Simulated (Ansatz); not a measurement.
Crystal: Ni.

```
Ni
1.0
     0.00000    1.73757    1.73757
     1.73757    0.00000    1.73757
     1.73757    1.73757    0.00000
Ni
1
Direct
  0.00000 0.00000 0.00000
```

| Property | Result |
| --- | --- |
| Program | Ansatz 0.2.0 |
| Task | relaxation of cell and atoms |
| Functional | PBEsol |
| Dispersion | D3(BJ) |
| Potentials or basis | all-electron LAPW, scalar-relativistic |
| Basis error allowed | 0.001 eV/atom |
| k mesh | 13 × 13 × 13 |
| Occupations | fermi-dirac, width 0.05 eV |
| Spin | collinear spin, ferromagnetic start |
| Starting moments | [1.0] μB |

At the start: volume 10.49 Å³/atom.

**Question.** Where does the relaxation end?

**Answer.** Over 5 steps the energy falls by 11.9 meV/atom and the volume is 10.08 Å³/atom (-3.9 %); space group Fm-3m (No. 225, to 0.05 Å); moment 0.63 μB per cell.

The path:
| step | energy change (eV) | largest force (eV/Å) | volume (Å³) |
| --- | --- | --- | --- |
| 1 | 0.0000 | 0.0000 | 10.49 |
| 2 | -0.0088 | 0.0000 | 10.29 |
| 3 | -0.0119 | 0.0000 | 10.07 |
| 4 | -0.0119 | 0.0000 | 10.08 |
| 5 | -0.0119 | 0.0000 | 10.08 |

Final structure:
```yaml
crystal:
  lattice:
    - [0.00000, 1.71479, 1.71479]
    - [1.71479, 0.00000, 1.71479]
    - [1.71479, 1.71479, 0.00000]
  atoms:
    - { symbol: Ni, position: [0.00000, 0.00000, 0.00000] }
```
